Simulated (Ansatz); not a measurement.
# BN: comparing deformations

These are results of DFT PBEsol, scalar-relativistic, plane waves, PAW (Ansatz), not measurements. Settings: plane waves to 420 eV, k-mesh 12×12×4 (Γ-centred), Gaussian smearing 0.05 eV. No spin polarisation. Energies are free energies at this smearing, counted from the undisturbed cell; pressure is positive in compression.

Reference structure (relaxed at this level):

```
CELL_PARAMETERS angstrom
2.50435 0.00000 0.00000
-1.25217 2.16883 0.00000
0.00000 0.00000 7.01910
ATOMIC_POSITIONS crystal
B 0.33333 0.66667 0.25000
B 0.66667 0.33333 0.75000
N 0.33333 0.66667 0.75000
N 0.66667 0.33333 0.25000
```

The cell holds layers and no dispersion correction was added, so their binding is poorly described.

The cell is strained by ε times a Voigt pattern (xx, yy, zz, yz, xz, xy; engineering shear) with fractional coordinates fixed. τ = (1/V0) dE/dε comes from the stress tensor. Of each scan, only the three points used here are listed.

| pattern | ε | τ (GPa) |
| --- | --- | --- |
| (0, 0, 0, 1, 0, 0) | -0.0150 | -0.0411 |
| (0, 0, 0, 1, 0, 0) | 0.0000 | 0.0000 |
| (0, 0, 0, 1, 0, 0) | 0.0075 | 0.0212 |
| (0, 0, 1, 0, 0, 0) | -0.0100 | -0.143 |
| (0, 0, 1, 0, 0, 0) | 0.0000 | -0.029 |
| (0, 0, 1, 0, 0, 0) | 0.0100 | 0.054 |

Q: Which constants do the scans give, and which deformation costs least for the same size of strain tensor?

A: The slope dτ/dε at zero (parabola through three points) is pᵀCp: (0, 0, 0, 1, 0, 0) gives C44 = 2.8 GPa; (0, 0, 1, 0, 0, 0) gives C33 = 9.8 GPa. The size of the strain tensor, ε:ε, is ε² times 0.5, 1.0. Per unit of it the stiffnesses are 5.6, 9.8 GPa, so (0, 0, 0, 1, 0, 0) is the softest of these: at ε:ε = (1 %)² the quadratic term costs 0.02 meV/atom against 0.03 for the stiffest. These are clamped-ion values.

Cost: 18 runs of about 0.81 core-minutes in all, on AMD EPYC 7R43 (Zen 3) (shared hosts).